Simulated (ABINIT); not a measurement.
Crystal: TiAl3.

```xyz
4
Lattice="2.8397 0.0000 0.0000 0.0000 4.6813 0.0000 0.0000 0.0000 4.9007" Properties=species:S:1:pos:R:3 pbc="T T T"
Ti    0.0000    2.3406    0.8131
Al    0.0000    0.0000    4.0965
Al    1.4198    0.0000    1.6217
Al    1.4198    2.3406    3.2701
```

The cell comes from a database or a generator and needn't be the stable form of this composition.

* Program: ABINIT 10.8.3 (patched build)
* Task: single point
* Functional: PBEsol
* Potentials or basis: PseudoDojo NC SR PBEsol v0.4.1 standard
* Cutoff: 1143 eV
* k mesh: 9 × 6 × 6
* Occupations: fermi-dirac, width 0.05 eV
* Spin: no spin polarisation

On this cell: pressure -2.5 GPa; largest force 0.040 eV/Å; band gap on the k mesh none (metal or under the smearing width).

The same run follows on a disturbed copy (atoms moved at random, drawn with an rms of 0.05 Å):

```
CELL_PARAMETERS angstrom
2.83968 0.00000 0.00000
0.00000 4.68126 0.00000
0.00000 0.00000 4.90074
ATOMIC_POSITIONS crystal
Ti 0.99541 0.50053 0.16017
Al 0.99610 0.99596 0.83332
Al 0.49094 0.99972 0.32410
Al 0.49103 0.49562 0.67524
```

**Question.** What changes?

**Answer.** The energy (extrapolated to zero smearing) moves by +4.5 meV/atom; pressure -2.3 GPa; largest force 0.464 eV/Å; band gap on the k mesh none (metal or under the smearing width).

Forces on the atoms (eV/Å):
```
Ti  -0.063 -0.049  0.333
Al  -0.028  0.035 -0.054
Al   0.044 -0.006  0.182
Al   0.047  0.020 -0.461
```

Stress tensor (GPa, compression positive):
```
-4.04  0.00 -0.02
 0.00 -1.31 -0.07
-0.02 -0.07 -1.47
```
